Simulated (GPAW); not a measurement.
CoO in GPAW: convergence with basis set

Input of the first run (basis set lcao:sz(dzp)); the others differ in this setting and in those tied to it:

The input run.py:

```python
from ase.dft.bandgap import bandgap
from ase.io import read, write
from gpaw import GPAW

atoms = read('CoO.xyz')
atoms.set_initial_magnetic_moments([2.0, 0.0])

calc = GPAW(mode='lcao',
            h=0.16,
            basis='sz(dzp)',
            xc='PBE',
            kpts={'size': (7, 7, 7), 'gamma': True},
            occupations={'name': 'fermi-dirac', 'width': 0.05},
            convergence={'density': 1e-05, 'energy': 1e-05},
            maxiter=100,
            txt='gpaw.txt')
atoms.calc = calc
energy = atoms.get_potential_energy()
forces = atoms.get_forces()
calc.write('gs.gpw')
write('result.traj', atoms)
print(f'Energy: {energy:.6f} eV')
print('Forces (eV/A):')
print(forces.round(4))
print('Moments:', calc.get_magnetic_moments().round(3))
print('Fermi level:', round(calc.get_fermi_level(), 4), 'eV')
print(f'Gap: {bandgap(calc)[0]:.4f} eV, direct: {bandgap(calc, direct=True)[0]:.4f} eV')
```

File CoO.xyz:

```xyz
2
Lattice="0.0000000000 2.3436418400 2.3436418400 2.3436418400 0.0000000000 2.3436418400 2.3436418400 2.3436418400 0.0000000000" Properties=species:S:1:pos:R:3 pbc="T T T"
Co     0.0000000000      0.0000000000      0.0000000000
O      1.1718209200      1.1718209200      1.1718209200
```

Potentials or basis: GPAW PAW data sets (gpaw-data 1.2.1), lcao:sz(dzp).

Launch:

```sh
$ OMP_NUM_THREADS=1 python run.py
```

Measurements of this composition are mostly on another form, of space group No. 225.

Hardware: 1 thread of Arm Neoverse V2 (shared host).

Task: The values tried are lcao:sz(dzp), lcao:szp(dzp), lcao:dz(dzp), lcao:dzp, fd, pw, loosest first. From which on does the largest site moment stay within 0.02 μB of the tightest run that finished?

Result: From lcao:dz(dzp) on.

```csv
basis set,"energy less the tightest run, at zero smearing (meV/atom)",largest site moment (μB),SCF cycles,CPU time (s),peak memory (GiB)
lcao:sz(dzp),2324.90,2.40,11,9.1,0.14
lcao:szp(dzp),1585.56,2.52,11,28,0.15
lcao:dz(dzp),775.01,2.48,13,13,0.15
lcao:dzp,668.39,2.49,13,37,0.16
fd,-164.63,2.50,14,31,0.19
pw,0.00,2.49,13,24,0.17
```

Not settled before the last step: the energy (to 1 meV/atom). The tightest run that finished is the yardstick and may itself not be fully converged.

Caveat, for the tightest run too: a cell with one magnetic atom can't hold antiferromagnetic order, which such compounds often take; semilocal functionals often make such compounds metallic where correlation or magnetic order opens a gap, which also shifts bond lengths.
